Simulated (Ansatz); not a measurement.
# CsPbCl3 in I4/mcm, a phase reached by a soft mode: a soft mode frozen in, part 2 of 3

Which phase does CsPbCl3 in I4/mcm, a phase reached by a soft mode fall into along its unstable mode, and how much energy does it gain?

Ansatz 0.2.0; DFT PBE, scalar-relativistic, plane waves, PAW; PAW set soft_1.

So far. Step 4 (The mode frozen in, largest atomic shift 0.14 Å): The run ends at a pressure of -0.01 GPa, with forces up to 0.0043 eV/Å.

The structure was built from a prototype and need not be the compound's stable phase.

**5. Energy along the mode, all amplitudes (two of the runs are shown above)**

An imaginary frequency means negative curvature, so the energy should fall and then rise again as anharmonic terms take over.

Numbers from this step:

| Property | Result |
| --- | --- |
| depth at the lowest point sampled | 0.08 meV/atom |
| largest atomic shift at that point | 0.14 Å |

The energy from the parent by largest atomic shift:

| largest atomic shift (Å) | energy from the parent (meV/atom) |
| --- | --- |
| 0.000 | 0 |
| 0.040 | -0.011 |
| 0.080 | -0.04 |
| 0.140 | -0.08 |
| 0.220 | 0.031 |
| 0.320 | 1.02 |
| 0.450 | 5.81 |

Displacement at unit largest shift by atom:

| atom | x (Å) | y (Å) | z (Å) | size |
| --- | --- | --- | --- | --- |
| Cs1 | 0.00 | 0.45 | 0.00 | 0.45 |
| Cs2 | 0.00 | -0.45 | 0.00 | 0.45 |
| Pb3 | 0.00 | 0.00 | 0.00 | 0.00 |
| Pb4 | 0.00 | 0.00 | 0.00 | 0.00 |
| Cl5 | 0.00 | 0.00 | -0.51 | 0.51 |
| Cl6 | 0.00 | 0.00 | 0.51 | 0.51 |
| Cl7 | 0.00 | 1.00 | 0.00 | 1.00 |
| Cl8 | 0.00 | -1.00 | 0.00 | 1.00 |
| Cl9 | 0.00 | 0.00 | 0.51 | 0.51 |
| Cl10 | 0.00 | 0.00 | -0.51 | 0.51 |

The lowest of the steps tried is at 0.14 Å, 0.08 meV/atom below the parent; the bottom of the well need not coincide with a step.

**6. Relaxing from the distorted cell**

Starting from the lowest point found, all atoms and the cell are let go, so that strain and other modes of the same symmetry can join in.

input.yaml

```yaml
crystal:
  lattice:
    - [-3.9836070604, 3.9836070604, 5.797659647]
    - [3.9836070604, -3.9836070604, 5.797659647]
    - [3.9836070604, 3.9836070604, -5.797659647]
  atoms:
    - { symbol: Cs, position: [0.7578676951, 0.25, 0.5078676951] }
    - { symbol: Cs, position: [0.2421323049, 0.75, 0.4921323049] }
    - { symbol: Pb, position: [0.0, 0.0, 0.0] }
    - { symbol: Pb, position: [0.5, 0.5, 0.0] }
    - { symbol: Cl, position: [0.8027137324, 0.3027137324, 0.1177186568] }
    - { symbol: Cl, position: [0.1972862676, 0.6972862676, 0.8822813432] }
    - { symbol: Cl, position: [0.7675720142, 0.75, 0.0175720142] }
    - { symbol: Cl, position: [0.2324279858, 0.25, -0.0175720142] }
    - { symbol: Cl, position: [0.3150049244, 0.1972862676, 0.5] }
    - { symbol: Cl, position: [0.6849950756, 0.8027137324, 0.5] }
kpoints:
  mp_grid: { grid: [6, 6, 6] }
hamiltonian:
  xc: pbe
  pseudopotentials: { kind: paw, azcp: { folder: soft_1 } }
scf:
  occupations: { method: fixed }
output:
  forces: true
  stress: true
  eigenvalues: true
relax:
  adjacent_minimum: "off"
  f_tol: 0.002
  max_steps: 120
  cell: { stress_tol: 0.03 }
```

On the command line:

```sh
$ ansatz run input.yaml --threads 8 --pin off --max-ram 16384MiB --backend cpu --events-out ev --progress --plain --runs-dir out
```

Numbers of over 12 decimals in the logs are rounded to 6 here.

The log of the run:

```text
[...]
Crystal: 10 atoms, lattice volume = 368.015 Å³
Basis set: ecut = 420 eV, 7207 PW (Γ), exchange–correlation on 120×120×120 points (8 copies of the dense FFT grid, shifted against one another)
Bands: 54, of which v1, the nominal top of the filled ones, is band 44 counted from 1 (43 counted from 0)
Symmetry: 4 space group operations
[...]
k-points: 68 of 216
[...]
SCF iter   1: F=—  HF=-41654.231916 eV  |F-HF|=—  |Δ(HF+E_count)|=         —  Δρ=2.31e-2  dr2=4.80e0  ethr=3.10e-3  ⟨swp⟩=6.3  Hψ=13946  notcnv=0  defer=451
[...]
SCF iter   8: F=-41651.920984 eV  HF=-41651.920984 eV  |F-HF|=3.00e-8  |Δ(HF+E_count)|=   7.05e-7  Δρ=2.41e-6  dr2=3.52e-8  ethr=1.14e-10  ⟨swp⟩=19.3  Hψ=26334  notcnv=0
SCF 1 converged in 8 iterations: F = -41651.920984 eV  dr2 = 3.52e-8
[...]
relax step   1: F+E_penalty+E_count = -41651.92098411 eV  Δ(F+E_penalty+E_count) = +0.000e0 eV  max|allowed force component| = 2.809e-3 eV/Å  Δτ_max = 0.0000 Å  P = -0.008 GPa  Ω = 368.015 Å³  (8 SCF iters, dr2 threshold 1.00e-7 eV, accepted)
Crystal: 10 atoms, lattice volume = 367.960 Å³
Basis set: ecut = 420 eV, 7203 PW (Γ), exchange–correlation on 120×120×120 points (8 copies of the dense FFT grid, shifted against one another)
[...]
iter 1 solved again at ethr=6.22e-8 eV; its pass at ethr=3.10e-3 eV (dr2=5.47e-5 eV) is discarded
[...]
SCF iter   5: F=-41651.921148 eV  HF=-41651.921148 eV  |F-HF|=2.91e-10  |Δ(HF+E_count)|=   1.39e-8  Δρ=4.65e-7  dr2=8.66e-10  ethr=5.41e-12  ⟨swp⟩=14.0  Hψ=23286  notcnv=0
SCF 2 converged in 5 iterations: F = -41651.921148 eV  dr2 = 8.66e-10
relax step   2: F+E_penalty+E_count = -41651.92114821 eV  Δ(F+E_penalty+E_count) = -1.641e-4 eV  max|allowed force component| = 2.208e-3 eV/Å  Δτ_max = 0.0035 Å  P = -0.000 GPa  Ω = 367.960 Å³  energy of the carried Pulay correction = +2.563e-6 eV  (5 SCF iters, dr2 threshold 4.76e-9 eV, accepted)
Crystal: 10 atoms, lattice volume = 368.135 Å³
Basis set: ecut = 420 eV, 7215 PW (Γ), exchange–correlation on 120×120×120 points (8 copies of the dense FFT grid, shifted against one another)
[...]
SCF iter   7: F=-41651.921371 eV  HF=-41651.921371 eV  |F-HF|=6.55e-11  |Δ(HF+E_count)|=  4.15e-10  Δρ=9.37e-8  dr2=3.62e-11  ethr=1.00e-12  ⟨swp⟩=15.5  Hψ=23408  notcnv=0
SCF 3 converged in 7 iterations: F = -41651.921371 eV  dr2 = 3.62e-11
[...]
relax step   3: F+E_penalty+E_count = -41651.92137142 eV  Δ(F+E_penalty+E_count) = -2.232e-4 eV  max|allowed force component| = 2.666e-3 eV/Å  Δτ_max = 0.0107 Å  P = +0.003 GPa  Ω = 368.135 Å³  energy of the carried Pulay correction = -5.553e-6 eV  (7 SCF iters, dr2 threshold 3.05e-10 eV, accepted)
[...]
relax step   4: F+E_penalty+E_count = -41651.92153715 eV  Δ(F+E_penalty+E_count) = -1.657e-4 eV  max|allowed force component| = 2.420e-3 eV/Å  Δτ_max = 0.0159 Å  P = -0.001 GPa  Ω = 368.220 Å³  energy of the carried Pulay correction = -9.516e-6 eV  (7 SCF iters, dr2 threshold 4.44e-10 eV, accepted)
[...]
relax step   5: F+E_penalty+E_count = -41651.92157028 eV  Δ(F+E_penalty+E_count) = -3.313e-5 eV  max|allowed force component| = 7.843e-3 eV/Å  Δτ_max = 0.0766 Å  P = +0.001 GPa  Ω = 368.278 Å³  energy of the carried Pulay correction = -1.218e-5 eV  (8 SCF iters, dr2 threshold 3.66e-10 eV, accepted)
[...]
relax step   6: F+E_penalty+E_count = -41651.92172044 eV  Δ(F+E_penalty+E_count) = -1.502e-4 eV  max|allowed force component| = 5.276e-3 eV/Å  Δτ_max = 0.0408 Å  P = -0.005 GPa  Ω = 368.402 Å³  energy of the carried Pulay correction = -1.792e-5 eV  (7 SCF iters, dr2 threshold 3.84e-9 eV, accepted)
[...]
relax step   7: F+E_penalty+E_count = -41651.92175710 eV  Δ(F+E_penalty+E_count) = -3.666e-5 eV  max|allowed force component| = 2.024e-3 eV/Å  Δτ_max = 0.0056 Å  P = +0.007 GPa  Ω = 368.193 Å³  energy of the carried Pulay correction = -8.223e-6 eV  (6 SCF iters, dr2 threshold 1.74e-9 eV, accepted)
[...]
relax step   8: F+E_penalty+E_count = -41651.92177601 eV  Δ(F+E_penalty+E_count) = -1.891e-5 eV  max|allowed force component| = 3.240e-4 eV/Å  Δτ_max = 0.0035 Å  P = +0.000 GPa  Ω = 368.306 Å³  energy of the carried Pulay correction = -1.346e-5 eV  (6 SCF iters, dr2 threshold 2.56e-10 eV, accepted)
[...]
relax step   9: F+E_penalty+E_count = -41651.92177968 eV  Δ(F+E_penalty+E_count) = -3.672e-6 eV  max|allowed force component| = 1.349e-4 eV/Å  Δτ_max = 0.0048 Å  P = +0.001 GPa  Ω = 368.304 Å³  energy of the carried Pulay correction = -1.340e-5 eV  (7 SCF iters, accepted)
Basis set: ecut = 420 eV, 7215 PW (Γ), exchange–correlation on 120×108×120 points (8 copies of the dense FFT grid, shifted against one another)
[...]
SCF iter   1: F=—  HF=-41651.921854 eV  |F-HF|=—  |Δ(HF+E_count)|=         —  Δρ=1.11e-5  dr2=2.24e-8  ethr=1.73e-7  ⟨swp⟩=4.0  Hψ=25227  notcnv=0  defer=544
eigensolver tolerance schedule: the retry pair's looser diagonalisation over-reported the residual by 6825.45 of it (diagonalisation noise at 0.62 of the residual, at the tolerance the schedule requests for it); recorded, not acted on — ethr = c·dr2/N_el stays at c = 1.0e-1
[...]
SCF iter   2: F=—  HF=-41651.921795 eV  |F-HF|=—  |Δ(HF+E_count)|=   5.96e-5  Δρ=5.63e-6  dr2=5.92e-9  ethr=2.54e-11  ⟨swp⟩=3.2  Hψ=8482  notcnv=0  defer=530
[...]
SCF iter   4: F=-41651.921800 eV  HF=-41651.921800 eV  |F-HF|=1.46e-11  |Δ(HF+E_count)|=  2.40e-10  Δρ=7.79e-8  dr2=1.42e-11  ethr=1.00e-12  ⟨swp⟩=19.4  Hψ=25983  notcnv=0
SCF 10 converged in 4 iterations: F = -41651.921800 eV  dr2 = 1.42e-11
relax step  10: F+E_penalty+E_count = -41651.92180036 eV  Δ(F+E_penalty+E_count) = -2.068e-5 eV  max|allowed force component| = 1.358e-4 eV/Å  Δτ_max = 0.0000 Å  P = +0.001 GPa  Ω = 368.304 Å³  stress off target by 1.58e-3 GPa  SCF on the basis re-selected at this cell (its energy is not comparable with the rows above)  (4 SCF iters)
basis re-selected at this cell: Δ(F+E_penalty+E_count) = -2.068e-5 eV, ΔP = -0.000 GPa vs the last step (what re-selecting the basis moved, of the pressure what is left beyond the Pulay correction that the steps carried, after the strain that the cell walked since its last selection, with what the two solves' SCF thresholds leave and, on support functions, any second-order correction that the steps lacked; it is no measure of the basis error at this ecutwfc). The dense FFT grid was sized anew with the basis: this SCF ran on 60×54×60 points, the steps before it on 60×60×60, so part of this shift can come from that change (see relax.cell in the input reference). [rest of the remark cut]
SCF converged after 4 iterations
Free energy (F): -41651.921800 eV
[...]
Internal energy: -41651.921800 eV  (E = F + TS)
E sigma→0 (E₀):  -41651.921800 eV
Fermi energy:    3.013654 eV
[...]
--- Forces (eV/Å), atoms counted from 1 ---
  atom   1  Cs     0.00000000    -0.00011480     0.00000000
  atom   2  Cs     0.00000000     0.00011480     0.00000000
  atom   3  Pb    -0.00000000    -0.00000000     0.00000000
  atom   4  Pb     0.00000000     0.00000000     0.00000000
  atom   5  Cl    -0.00013582    -0.00006988     0.00004798
  atom   6  Cl     0.00013582     0.00006988    -0.00004798
  atom   7  Cl     0.00000000    -0.00004356     0.00000000
  atom   8  Cl     0.00000000     0.00004356     0.00000000
  atom   9  Cl     0.00013582    -0.00006988    -0.00004798
  atom  10  Cl    -0.00013582     0.00006988     0.00004798
  max |Σ_I F_I| component: 0.00e0 eV/Å
--- Stress (GPa, compression-positive) ---
        0.000547       0.000000      -0.000919
        0.000000       0.001584       0.000000
       -0.000919       0.000000      -0.000323
  P = ⅓ Tr σ = 0.0006 GPa (0.006 kbar)
--- Band table (eV; the first three rows and the last of 68) ---
  k-point 0: bands = [... 40 lower, 1.4170, 1.4431, 1.4644, 3.0137, 5.4399, 5.6003, 5.6382, 7.2359, ... 6 higher]
  k-point 1: bands = [... 40 lower, 1.3648, 1.4414, 1.4970, 2.7350, 5.5412, 5.6944, 6.2835, 7.4539, ... 6 higher]
  k-point 2: bands = [... 40 lower, 1.2471, 1.4390, 1.5236, 2.4592, 5.7446, 5.8655, 6.8996, 7.4347, ... 6 higher]
  k-point 67: bands = [... 40 lower, 1.2895, 1.3798, 1.8708, 2.3974, 5.9710, 5.9777, 6.2364, 8.1439, ... 6 higher]
--- Relaxed structure (9 steps of the walk, 9 accepted, 1 SCFs on fresh bases) ---
  F+E_penalty+E_count = -41651.92180036 eV   max|allowed force component| = 1.358e-4 eV/Å   (the final SCF, on the basis selected at the relaxed cell)
  cell:  # Å, volume = 368.3044 Å³
    - [-3.984052, 4.009798, 5.789778]
    - [3.959660, -4.009798, 5.773018]
    - [3.984052, 4.009798, -5.789778]
  atoms:
    - { symbol: Cs, position: [0.760827, 0.25, 0.510827] }
    - { symbol: Cs, position: [0.239173, 0.75, 0.489173] }
    - { symbol: Pb, position: [0, 0, 0] }
    - { symbol: Pb, position: [0.500000, 0.5, -1.0842021724855044e-17] }
    - { symbol: Cl, position: [0.796308, 0.297186, 0.113248] }
    - { symbol: Cl, position: [0.203692, 0.702814, 0.886752] }
    - { symbol: Cl, position: [0.776216, 0.750000, 0.026216] }
    - { symbol: Cl, position: [0.223784, 0.25, -0.026216] }
    - { symbol: Cl, position: [0.316062, 0.202814, 0.499123] }
    - { symbol: Cl, position: [0.683938, 0.797186, 0.500877] }
```

Run time: 2.2 min. Hardware: 8 threads of Arm Neoverse V1, shared host; peak memory 1.9 GiB.

Step by step:

| step | energy less that of the first step (eV) | largest force component (eV/Å) | pressure (GPa) | volume (Å³) |
| --- | --- | --- | --- | --- |
| 1 | 0.0000 | 0.0028 | -0.01 | 368.02 |
| 2 | -0.0002 | 0.0022 | 0.00 | 367.96 |
| 3 | -0.0004 | 0.0027 | 0.00 | 368.13 |
| 4 | -0.0006 | 0.0024 | 0.00 | 368.22 |
| 5 | -0.0006 | 0.0078 | 0.00 | 368.28 |
| 6 | -0.0007 | 0.0053 | 0.00 | 368.40 |
| 7 | -0.0008 | 0.0020 | 0.01 | 368.19 |
| 8 | -0.0008 | 0.0003 | 0.00 | 368.31 |
| 9 | -0.0008 | 0.0001 | 0.00 | 368.30 |
| 10* | -0.0008 | 0.0001 | 0.00 | 368.30 |

Relaxation steps marked * repeat the geometry before them on a plane-wave basis chosen anew for their cell, so energy and pressure can jump there.

The run keeps the 4 symmetry operations that it works with, so distortions that break them were not tested.

| cell as run | before | after | change |
| --- | --- | --- | --- |
| a (Å) | 8.084 | 8.092 | +0.1 % |
| b (Å) | 8.084 | 8.068 | -0.2 % |
| c (Å) | 8.084 | 8.092 | +0.1 % |
| α (°) | 120.95 | 121.11 | +0.1 % |
| β (°) | 120.95 | 120.59 | -0.3 % |
| γ (°) | 88.36 | 88.62 | +0.3 % |
| volume (Å³/atom) | 36.80 | 36.83 | +0.1 % |

The atoms that moved most (Å, as changes of fractional coordinates times the final cell):

| atom | dx | dy | dz | length |
| --- | --- | --- | --- | --- |
| Cl8 | 0.000 | -0.069 | 0.000 | 0.069 |
| Cl7 | 0.000 | 0.069 | 0.000 | 0.069 |
| Cl10 | -0.014 | 0.021 | -0.043 | 0.050 |
| Cl5 | -0.014 | -0.021 | -0.043 | 0.050 |
| Cl9 | 0.014 | -0.021 | 0.043 | 0.050 |
| Cl6 | 0.014 | 0.021 | 0.043 | 0.050 |
| Cs1 | 0.000 | 0.024 | 0.000 | 0.024 |
| Cs2 | 0.000 | -0.024 | 0.000 | 0.024 |

Final coordinates:

```cif
data_structure
_symmetry_space_group_name_H-M 'P 1'
_symmetry_Int_Tables_number 1
_cell_length_a 8.0915
_cell_length_b 8.0675
_cell_length_c 8.0915
_cell_angle_alpha 121.109
_cell_angle_beta 120.587
_cell_angle_gamma 88.621
_cell_volume 368.30
loop_
_atom_site_label
_atom_site_type_symbol
_atom_site_fract_x
_atom_site_fract_y
_atom_site_fract_z
_atom_site_occupancy
Cs1 Cs 0.76083 0.25000 0.51083 1
Cs2 Cs 0.23917 0.75000 0.48917 1
Pb3 Pb 0.00000 0.00000 0.00000 1
Pb4 Pb 0.50000 0.50000 0.00000 1
Cl5 Cl 0.79631 0.29719 0.11325 1
Cl6 Cl 0.20369 0.70281 0.88675 1
Cl7 Cl 0.77622 0.75000 0.02622 1
Cl8 Cl 0.22378 0.25000 0.97378 1
Cl9 Cl 0.31606 0.20281 0.49912 1
Cl10 Cl 0.68394 0.79719 0.50088 1
```

This step gave:

- pressure: 6.03e-4 GPa
- gap on the k-mesh: 2.426 eV
- volume per atom: 36.83 Å³

The distorted start has space group C2/c; the relaxation ends in C2/c.

**7. The new phase in its own primitive cell**

The relaxed structure is symmetrised, reduced to its primitive cell and relaxed tightly, as its phonons need.

input.yaml

```yaml
crystal:
  lattice:
    - [7.0004749978, -4.0097979879, 0.0]
    - [7.0004749978, 4.0097979879, 0.0]
    - [-4.4793597075, 0.0, 6.5603487143]
  atoms:
    - { symbol: Cs, position: [0.2391729349, 0.7608270651, 0.25] }
    - { symbol: Cs, position: [0.7608270651, 0.2391729349, 0.75] }
    - { symbol: Pb, position: [0.5, 0.0, 0.0] }
    - { symbol: Pb, position: [0.0, 0.5, 0.5] }
    - { symbol: Cl, position: [0.6839378465, 0.7963084292, 0.6830606309] }
    - { symbol: Cl, position: [0.3160621535, 0.2036915708, 0.3169393691] }
    - { symbol: Cl, position: [0.2237844287, 0.7762155713, 0.75] }
    - { symbol: Cl, position: [0.7762155713, 0.2237844287, 0.25] }
    - { symbol: Cl, position: [0.2036915708, 0.3160621535, 0.8169393691] }
    - { symbol: Cl, position: [0.7963084292, 0.6839378465, 0.1830606309] }
kpoints:
  mp_grid: { grid: [6, 6, 6] }
hamiltonian:
  xc: pbe
  pseudopotentials: { kind: paw, azcp: { folder: soft_1 } }
scf:
  occupations: { method: fixed }
output:
  forces: true
  stress: true
  eigenvalues: true
relax:
  adjacent_minimum: "off"
  f_tol: 0.001
  max_steps: 60
  cell: { stress_tol: 0.01 }
```

The log of the run:

```text
[...]
Crystal: 10 atoms, lattice volume = 368.304 Å³
Basis set: ecut = 420 eV, 7215 PW (Γ), exchange–correlation on 108×108×108 points (8 copies of the dense FFT grid, shifted against one another)
Bands: 54, of which v1, the nominal top of the filled ones, is band 44 counted from 1 (43 counted from 0)
Symmetry: 4 space group operations
[...]
k-points: 68 of 216
[...]
- { symbol: Pb, position: [0.5, 0.0, 0.0] }
    - { symbol: Pb, position: [0.0, 0.5, 0.5] }
    - { symbol: Cl, position: [0.6839378465, 0.796308, 0.6830606309] }
    - { symbol: Cl, position: [0.316062, 0.203692, 0.316939] }
    - { symbol: Cl, position: [0.2237844287, 0.776216, 0.75] }
    - { symbol: Cl, position: [0.7762155713, 0.223784, 0.25] }
    - { symbol: Cl, position: [0.2036915708, 0.316062, 0.816939] }
    - { symbol: Cl, position: [0.796308, 0.6839378465, 0.183061] }
[key lines of the parts left out:]
SCF converged after 5 iterations
Free energy (F): -41651.921800 eV
Fermi energy:    3.013655 eV
P = ⅓ Tr σ = 0.0006 GPa (0.006 kbar)
```

Run time: 30 s. Hardware: 8 threads; peak memory 1.8 GiB; 4 min of CPU time.

Little changed from the start: no atom moved by 0.005 Å and no cell edge by 0.1 %.

Numbers from this step:

```yaml
direct_gap_on_mesh: 2.426 eV
```

The largest force component left is 0.14 meV/Å and the pressure is 0.001 GPa, within the tolerances set. The cell now holds 36.83 Å³/atom.

[end of part 2 of 3]

[Logs are printed without paths, hosts, clocks, repeated set-up lines and the standing remarks that a program may print on its own settings, such as how far it seeks lower states.]

[Hosts, paths, dates, database ids (printed as entryN), source tags and the programs' standing remarks are cut or masked in the printed files.]
